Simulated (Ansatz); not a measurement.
SnO under changes of volume

One of the cells (17.769 Å³/atom); the others are scaled copies at fixed shape and fractional positions:

```xyz
4
Lattice="3.8137 0.0000 0.0000 0.0000 3.8137 0.0000 0.0000 0.0000 4.8869" Properties=species:S:1:pos:R:3 pbc="T T T"
Sn    1.9068    0.0000    3.7367
Sn    0.0000    1.9068    1.1503
O     0.0000    0.0000    0.0000
O     1.9068    1.9068    0.0000
```

The cell is a database's computed one.

| Item | Value |
| --- | --- |
| Program | Ansatz 0.2.0 |
| Functional | PBEsol |
| Potentials or basis | Ansatz PAW |
| Cutoff | 420 eV (not typed: the program's choice for these potentials) |
| k mesh | 7 × 7 × 6 |
| Occupations | fermi-dirac, width 0.05 eV |
| Spin | no spin polarisation |

```tsv
volume (Å³/atom)	energy over the lowest point (meV/atom)	pressure (GPa)	gap on the mesh (eV)	largest force (eV/Å)
16.703	?	?	?	?
17.058	6.54	3.6	0.21	0.669
17.414	0.98	1.4	0.28	0.360
17.769	0.00	-0.5	0.35	0.074
18.125	3.12	-2.3	0.42	0.190
18.480	9.98	-3.9	0.48	0.435
18.835	20.09	-5.3	0.55	0.664
```

Task: What does the run at 16.703 Å³/atom give?

Result: Energy over the lowest point 17.20 meV/atom; pressure 6.0 GPa; gap on the mesh 0.13 eV; largest force 1.006 eV/Å.

Worked out: A Birch-Murnaghan fit of order 3 (a polynomial in V^(-2/3)) to the other rows has its minimum at 17.67 Å³/atom with B0 = V·E''(V) = 95 GPa and B' = 4.4 at fixed shape and positions, which overstates the stiffness. It gives 17.20 meV/atom at 16.703 Å³/atom, against the run's 17.20, and -dE/dV = 6.0 GPa, against 6.0. A straight line through the other rows of the gap, of slope 3.42 eV per unit of ln V, extrapolates to 0.14 eV, against the run's 0.13.

Energies are extrapolated to zero smearing.

Caveats: odd divisions of the mesh miss points on the zone boundary, where band edges often lie, so the gap on the mesh can be too wide; spin-orbit coupling is left out, which moves the levels of the heavy elements; the PAW data sets come from PBE, with cores solved anew for the run's functional, which leaves a small shift of forces and pressure; forces of over 1 eV/Å show positions far from the minimum, so gaps and moduli don't describe the material at rest (some runs).

A mesh can miss the band edges.
